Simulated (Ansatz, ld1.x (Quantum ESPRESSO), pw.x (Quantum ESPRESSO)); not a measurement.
## technetium: does the TM potential hold in the solid?

```
Element                 : Tc
Generator               : ld1.x (Quantum ESPRESSO) 7.5
Type                    : norm-conserving Troullier–Martins (Kleinman–Bylander form)
Functional              : PBE
Relativity              : scalar-relativistic
Frozen core             : [Kr]
Valence charge          : 7
Reference configuration : 4d5 5s2 5p0
Partial waves           : 5p (bound, empty): rc 2.60 bohr; 4d (bound): rc 2.15 bohr; 5s (bound): rc 2.60 bohr
Local potential         : the s channel
Core correction         : Bessel-smoothed model core, default radius (core density twice the valence density)
```

Crystal test: bcc Tc in pw.x 7.5, no spin, 15³ k-points, Fermi–Dirac smearing 0.01 Ry, cutoffs 55/220 Ry. The reference is all-electron LAPW (Ansatz 0.2.0) with the same functional, mesh and smearing; V0 and B0 come from Birch–Murnaghan fits to the pressures at five volumes. Errors are pseudo minus all-electron; Δ is the rms difference of the E(V) curves that follow from these fits, minima aligned, over ±6 % about the mean V0. Mesh and smearing are coarse, so the numbers serve the comparison and aren't converged zero-temperature values; the lattice is a test structure that the element need not adopt.

```tsv
V (Å³/atom)	P all-electron (GPa)	P pseudo (GPa)
13.899	17.20	43.98
14.265	8.23	32.37
14.631	0.42	22.22
14.997	-6.37	13.35
15.363	-12.28	5.58
```

All-electron: a0 = 3.083 Å (V0 = 14.65 Å³/atom), B0 = 289.0 GPa.

Pseudopotential: mean pressure error (GPa): +22.06. The pressure does not cross zero within the volumes sampled, so no fit is given. This is a poor potential for the solid.

Question: At the middle volume, how do free energy and pressure move when the wave cutoff is lowered (ecutrho kept at four times it)?

Answer:

```
cutoff (Ry)  shift of F (meV/atom)  shift of P (GPa)
         25                +4014.5           -171.16
         33                 +436.1            -31.56
         44                   +6.4             -1.01
```

The run at the middle volume (120 k-points, 6 iterations) took about 8.2 s on one core of a shared host (Neoverse-V1, 32 threads, 247 GiB, load 12).
